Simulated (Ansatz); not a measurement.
# Na: response to strain

Aim: deform Na (equal xx and yy strain of +1 %) and compute stress, forces and field gradients with LAPW, PAW and all-electron datasets made for the crystal.

Method: DFT PBE, scalar-relativistic, in Ansatz 0.2.0.

## 1. Starting point

It takes space group P6_3/mmc (No. 194, hexagonal). The conventional cell has a = 3.767 Å, b = 3.767 Å, c = 6.154 Å, α = 90.00°, β = 90.00°, γ = 120.00°. Na (site symmetry -6m2) has 12 Na at 3.77 Å as nearest neighbours.

Coordinates:

```cif
data_structure
_symmetry_space_group_name_H-M 'P6_3/mmc'
_symmetry_Int_Tables_number 194
_cell_length_a 3.7670
_cell_length_b 3.7670
_cell_length_c 6.1540
_cell_angle_alpha 90.000
_cell_angle_beta 90.000
_cell_angle_gamma 120.000
_cell_volume 75.63
loop_
_atom_site_label
_atom_site_type_symbol
_atom_site_symmetry_multiplicity
_atom_site_Wyckoff_symbol
_atom_site_fract_x
_atom_site_fract_y
_atom_site_fract_z
_atom_site_occupancy
Na1 Na 2 c 0.33333 0.66667 0.25000 1
```

The file gives the conventional cell by its symmetry; the runs use the cell typed in the input.

Atoms are numbered in the order of the input: Na1, Na2.

## 2. After the deformation

Space group P6_3/mmc before, P6_3/mmc after.

## 3. All-electron LAPW

Input file input.yaml:

```yaml
crystal:
  lattice:
    - [3.8046710076, 0.0, 0.0]
    - [-1.9023355038, 3.2949417456, 0.0]
    - [0.0, 0.0, 6.154]
  atoms:
    - { symbol: Na, position: [0.3333333333, 0.6666666667, 0.25] }
    - { symbol: Na, position: [0.6666666667, 0.3333333333, 0.75] }
kpoints:
  mp_grid: { grid: [13, 13, 7] }
  band_path:
    path:
      - [0.0, 0.0, 0.0]
      - [0.5, 0.0, 0.0]
      - [0.3333333333, 0.3333333333, 0.0]
      - [0.0, 0.0, 0.0]
      - [0.0, 0.0, 0.5]
      - [0.5, 0.0, 0.5]
      - [0.3333333333, 0.3333333333, 0.5]
      - [0.0, 0.0, 0.5]
      - [0.5, 0.0, 0.5]
    npoints: 5
scf:
  occupations: { method: fermi_dirac, width: 0.05 }
hamiltonian:
  xc: pbe
  pseudopotentials: { kind: all_electron, lapw: { basis_error: 0.00025 } }
output:
  forces: true
  stress: true
  eigenvalues: true
```

Command:

```
$ ansatz run input.yaml --threads 1 --pin off --max-ram 3072MiB --backend cpu --events-out ev --progress --plain --runs-dir out
```

The program printed, shortened:

```text
LAPW: plane waves up to 4.800 Å⁻¹, error target 2.5e-4 eV per atom; small_component_spin mean_spin; Na in spheres of 1.890 Å, 9 of its electrons in bands, Dirac shells []
[...]
Pseudopotentials: kind: all_electron
Pseudopotential: Na, LAPW, valence charge 9, Koelling and Harmon's equation, gaussian nucleus
Functional definition: PBE
[...]
Crystal: 2 atoms, lattice volume = 77.148 Å³
Basis set: ecut = 87.77652221689557 eV, 135 PW (Γ), exchange–correlation at level 2
Bands: 13, of which v1, the nominal top of the filled ones, is band 9 counted from 1 (8 counted from 0)
Symmetry: 24 space group operations
Space group: P63/mmc (ITA 194), of the structure as read, at distance tolerance 4.3e-5 Å
k-points: 84 of 1183
[...]
SCF iter   1: F=—  HF=-8840.147841 eV  |F-HF|=—  |Δ(HF+E_count)|=         —  Δρ=1.76e-3  dr2=3.18e-3  ethr=1.77e-5  ⟨swp⟩=4.2  Hψ=8628  notcnv=0
[...]
SCF iter   7: F=-8840.146900 eV  HF=-8840.146900 eV  |F-HF|=5.16e-9  |Δ(HF+E_count)|=   1.58e-7  Δρ=3.18e-6  dr2=1.48e-8  ethr=1.38e-9  ⟨swp⟩=2.9  Hψ=3454  notcnv=0
[...]
NSCF: frozen V_eff on 41 k-points
SCF converged after 7 iterations
Free energy (F): -8840.146900 eV
[...]
E sigma→0 (E₀):  -8840.142777 eV
Entropy (-TS):   -0.008245 eV (-4.123 meV/atom)
Fermi energy:    1.425526 eV
[...]
--- Forces (eV/Å), atoms counted from 1 ---
  atom   1  Na    -0.00000000     0.00000000     0.00000000
  atom   2  Na     0.00000000    -0.00000000     0.00000000
[...]
--- Stress (GPa, compression-positive) ---
       -0.337155      -0.000000       0.000000
        0.000000      -0.337155       0.000000
        0.000000       0.000000      -0.150744
  P = ⅓ Tr σ = -0.2750 GPa (-2.750 kbar)
--- Band table (eV; the first three rows and the last of 84) ---
  k-point 0: bands = ["-51.5925", "-51.5910", "-23.5302", "-23.5039", "-23.5039", "-23.4994", "-23.4994", "-23.4992", "-1.7614", "2.0242", "2.4093", "11.1154", "11.1154"]
[...]
```

It took 6.1 s on 1 thread of Intel Xeon Platinum 8488C (Sapphire Rapids), shared host; peak memory 0.3 GiB.

Read from it: pressure -0.28 GPa; no gap.

## 4. PAW with frozen cores

Input file input.yaml:

```yaml
crystal:
  lattice:
    - [3.8046710076, 0.0, 0.0]
    - [-1.9023355038, 3.2949417456, 0.0]
    - [0.0, 0.0, 6.154]
  atoms:
    - { symbol: Na, position: [0.3333333333, 0.6666666667, 0.25] }
    - { symbol: Na, position: [0.6666666667, 0.3333333333, 0.75] }
kpoints:
  mp_grid: { grid: [13, 13, 7] }
scf:
  occupations: { method: fermi_dirac, width: 0.05 }
hamiltonian:
  xc: pbe
  pseudopotentials: { kind: paw }
output:
  forces: true
  stress: true
  eigenvalues: true
  efg: { contact_densities: true }
  write_density: true
  write_potential: true
  elf: true
  volumetric_format: npy
```

Command:

```
$ ansatz run input.yaml --threads 1 --pin off --max-ram 3072MiB --backend cpu --events-out ev --progress --plain --runs-dir out
```

The program printed, shortened:

```text
[...]
Pseudopotentials: kind: paw
Pseudopotential: Na, paw, valence charge 9, recommended cutoff 420 eV (normal)
[... 1 set-up line as earlier in the session ...]
[...]
Crystal: 2 atoms, lattice volume = 77.148 Å³
Basis set: ecut = 420 eV, 1509 PW (Γ), exchange–correlation on 54×54×90 points (8 copies of the dense FFT grid, shifted against one another)
Bands: 13, of which v1, the nominal top of the filled ones, is band 9 counted from 1 (8 counted from 0)
[... 2 set-up lines as earlier in the session ...]
k-points: 84 of 1183
[...]
SCF iter   1: F=—  HF=-2972.833082 eV  |F-HF|=—  |Δ(HF+E_count)|=         —  Δρ=5.50e-4  dr2=1.27e-4  ethr=1.77e-3  ⟨swp⟩=4.2  Hψ=5565  notcnv=0
[...]
Fermi energy:    1.565963 eV
[...]
--- Forces (eV/Å), atoms counted from 1 ---
  atom   1  Na     0.00000000     0.00000000     0.00000000
  atom   2  Na    -0.00000000    -0.00000000     0.00000000
[...]
--- Stress (GPa, compression-positive) ---
       -0.346248       0.000000       0.000000
       -0.000000      -0.346248       0.000000
        0.000000       0.000000      -0.159890
  P = ⅓ Tr σ = -0.2841 GPa (-2.841 kbar)
--- PAW observables at the nuclei: V_zz in 10²¹ V/m², potentials from the cell's mean, atoms counted from 1 ---
  atom   1  Na V_zz =    -0.016094   η = 0.0000   by run symmetry: allowed
            electrostatic potential = -971.324825 V   contact ρ = 5906.734790 e/Å³
  atom   2  Na V_zz =    -0.016094   η = 0.0000   by run symmetry: allowed
            electrostatic potential = -971.324825 V   contact ρ = 5906.734790 e/Å³
--- Band table (eV; the first three rows and the last of 84) ---
  k-point 0: bands = ["-51.4481", "-51.4466", "-23.3850", "-23.3587", "-23.3587", "-23.3542", "-23.3542", "-23.3540", "-1.6204", "2.1642", "2.5502", "11.2560", "11.2560"]
[...]
```

It took 4.1 s on 1 thread of Intel Xeon Platinum 8488C (Sapphire Rapids), shared host; peak memory 0.42 GiB.

This run gives: pressure -0.28 GPa; no gap.

Density in a lattice plane of the grid's cell (edges 3.80 and 6.15 Å, at 0.333 of the third edge), which holds Na.

Ten even steps from ' ' (0.03 e/Å³) to '@' (18.27 e/Å³):
```
                            
                            
                  ..        
                --**++..    
                ++@@%%--    
                --**++..    
                  ..        
                            
                            
                            
                            
                            
                            
                            
                            
                            
                            
                            
                            
                            
```
Columns run along the first of these edges and rows up along the second, over one cell in 14 and 20 even steps from the bottom left corner. Atoms in the plane (fractional): Na at (0.67, 0.75).

ELF in the same plane.

Ten even steps from ' ' (0.03) to '@' (0.59):
```
**%%%%%%##++::          ..--
--**%%%%++::      ....      
  ==####--    --##@@@@**..  
  --##**..  ..%%@@##%%@@**  
  ::**++..  --@@%%--++@@##..
  --##**..  ..%%@@##%%@@**  
  ==####--    --##@@@@**..  
--**%%%%++::    ..::::      
**%%%%%%##++::          ..--
############**++------==++##
**++====++##%%%%%%%%%%%%%%##
--......::==**%%@@@@@@%%%%++
          ..==##%%@@@@%%**--
            ::**%%@@@@%%++..
            ::++%%@@@@##==..
            ::**%%@@@@%%++..
          ..==##%%@@@@%%**--
--......::==**%%@@@@@@@@%%++
**++====++**##%%%%##%%%%%%##
%%%%####%%####++--::--==++##
```
Columns run along the first of these edges and rows up along the second, over one cell in 14 and 20 even steps from the bottom left corner. Atoms in the plane (fractional): Na at (0.67, 0.75).

Both are smooth fields of the valence electrons: close to the nuclei they are not physical.

The highest ELF values outside the cores: 0.57 between the atoms, 2.2 Å from Na.

## 5. All-electron PAW on datasets made for the crystal

Edit input.yaml of step 4 so:

```diff
@@ -14,3 +14,3 @@
   xc: pbe
-  pseudopotentials: { kind: paw }
+  pseudopotentials: { kind: all_electron, datasets: crystal }
 output:
@@ -20,5 +20 @@
   efg: { contact_densities: true }
-  write_density: true
-  write_potential: true
-  elf: true
-  volumetric_format: npy
```

Command:

```
$ ansatz run input.yaml --threads 1 --pin off --max-ram 3072MiB --backend cpu --events-out ev --progress --plain --runs-dir out
```

The program printed, shortened:

```text
[...]
[... 1 set-up line as earlier in the session ...]
Pseudopotential: Na, paw, valence charge 9, recommended cutoff 160 eV (normal), Koelling and Harmon's equation, gaussian nucleus
[... 1 set-up line as earlier in the session ...]
[...]
Crystal: 2 atoms, lattice volume = 77.148 Å³
Basis set: ecut = 160 eV, 337 PW (Γ), exchange–correlation on 32×32×54 points (8 copies of the dense FFT grid, shifted against one another)
Bands: 13, of which v1, the nominal top of the filled ones, is band 9 counted from 1 (8 counted from 0)
[... 2 set-up lines as earlier in the session ...]
k-points: 84 of 1183
[...]
SCF iter   1: F=—  HF=-8840.155592 eV  |F-HF|=—  |Δ(HF+E_count)|=         —  Δρ=3.42e-3  dr2=1.88e-2  ethr=1.06e-4  ⟨swp⟩=6.0  Hψ=7689  notcnv=0
[...]
--- Forces (eV/Å), atoms counted from 1 ---
  atom   1  Na     0.00000000     0.00000000     0.00000000
  atom   2  Na     0.00000000    -0.00000000     0.00000000
[...]
--- Stress (GPa, compression-positive) ---
       -0.337779      -0.000000       0.000000
       -0.000000      -0.337779       0.000000
        0.000000       0.000000      -0.151315
  P = ⅓ Tr σ = -0.2756 GPa (-2.756 kbar)
--- PAW observables at the nuclei: V_zz in 10²¹ V/m², potentials from the cell's mean, atoms counted from 1 ---
  atom   1  Na V_zz =    -0.012278   η = 0.0000   by run symmetry: allowed
            electrostatic potential = -971.291429 V   contact ρ = 5909.572742 e/Å³
  atom   2  Na V_zz =    -0.012278   η = 0.0000   by run symmetry: allowed
            electrostatic potential = -971.291429 V   contact ρ = 5909.572742 e/Å³
--- Band table (eV; the first three rows and the last of 84) ---
  k-point 0: bands = ["-51.5928", "-51.5913", "-23.5305", "-23.5042", "-23.5042", "-23.4997", "-23.4997", "-23.4995", "-1.7614", "2.0243", "2.4094"]
[...]
```

Run time: 6 s. Hardware: 1 thread of Intel Xeon Platinum 8488C (Sapphire Rapids), shared host; peak memory 0.36 GiB.

This run gives: pressure -0.28 GPa; no gap.

## 6. Side by side

Stress (GPa, compression positive):

```
          method     xx     yy     zz    yz    xz    xy
            LAPW  -0.34  -0.34  -0.15  0.00  0.00  0.00
             PAW  -0.35  -0.35  -0.16  0.00  0.00  0.00
crystal datasets  -0.34  -0.34  -0.15  0.00  0.00  0.00
```

| method | pressure (GPa) | Vzz Na1 (10²¹ V/m²) | SCF cycles, all passes |
| --- | --- | --- | --- |
| LAPW | -0.28 | – | 7 |
| PAW | -0.28 | -0.02 | 6 |
| crystal datasets | -0.28 | -0.01 | 8 |

## 7. Results

```
                                 quantity                                              value
                                 pressure  LAPW -0.28, PAW -0.28, crystal datasets -0.28 GPa
largest shear or deviatoric stress (LAPW)                                           0.12 GPa
```

The largest part of the stress beyond the pressure is 0.12 GPa in size, in the zz component; the atoms are carried along and not relaxed. No run of the undeformed cell stands beside it, so the pressure holds what the given cell had before the change. PAW: stress within 0.01 GPa of LAPW. Crystal datasets: stress within 0.01 GPa of LAPW.
